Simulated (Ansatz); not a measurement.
What a trial cell of Sn relaxes into

Method: Ansatz, DFT PBE, scalar-relativistic, plane waves, PAW. Cutoff 420 eV, Γ-centred k mesh, Gaussian smearing, no spin polarisation in the final step.

Sn was placed on the alpha-boron structure type (R-3m, No. 166), at a guessed volume.

```xyz
12
Lattice="4.2476 2.4524 7.2439 -4.2476 2.4524 7.2439 0.0000 -4.9048 7.2439" Properties=species:S:1:pos:R:3 pbc="T T T"
Sn   -2.7330    1.5779    4.8823
Sn    0.0000   -3.1558    4.8823
Sn    2.7330    1.5779    4.8823
Sn    2.7330   -1.5779   16.8495
Sn   -2.7330   -1.5779   16.8495
Sn    0.0000    3.1558   16.8495
Sn   -1.7391    1.0041    7.7725
Sn    0.0000   -2.0081    7.7725
Sn    1.7391    1.0041    7.7725
Sn    1.7391   -1.0041   13.9594
Sn   -1.7391   -1.0041   13.9594
Sn    0.0000    2.0081   13.9594
```

Steps on the 3×3×3 mesh (12 atoms). 5 of 5 steps are shown, and the free energy counts from the last. Trial steps that were taken back and renewals of the plane-wave basis can be among the rows.

```tsv
step	ΔF (meV/atom)	V (Å³/atom)	P (GPa)	largest force component (eV/Å)
1	59.8	37.73	2.54	0.751
2	8.3	40.41	-0.86	0.176
3	2.4	39.60	-0.36	0.045
4	0.1	38.69	0.08	0.039
5	0.0	38.69	0.08	0.039
```

A final relaxation ran on a 6×6×6 mesh. The relaxed crystal, R-3m (No. 166):

Space group R-3m:H (No. 166). a = 8.300 Å, b = 8.300 Å, c = 23.342 Å, α = 90.00°, β = 90.00°, γ = 120.00°
```json
{"atom": "Sn", "site": "18h", "symmetry": ".m", "x": "0.1271", "y": "0.8729", "z": "0.8961"}
{"atom": "Sn", "site": "18h", "symmetry": ".m", "x": "0.5399", "y": "0.4601", "z": "0.6935"}
```

For Sn, the volume per atom is 38.69 Å³, the density is 5.10 g/cm³ and the energy over the standard structure is 0.19 eV/atom. The gap on the 6×6×6 mesh is 0 eV (a metal).

Energies count from the standard state of Sn at the same level.

The final run used a 6×6×6 mesh on its 12-atom cell and 0.10 eV smearing. For metals, differences of a few meV/atom aren't resolved.

Symmetry constrained the relaxation, so the result can be a saddle point.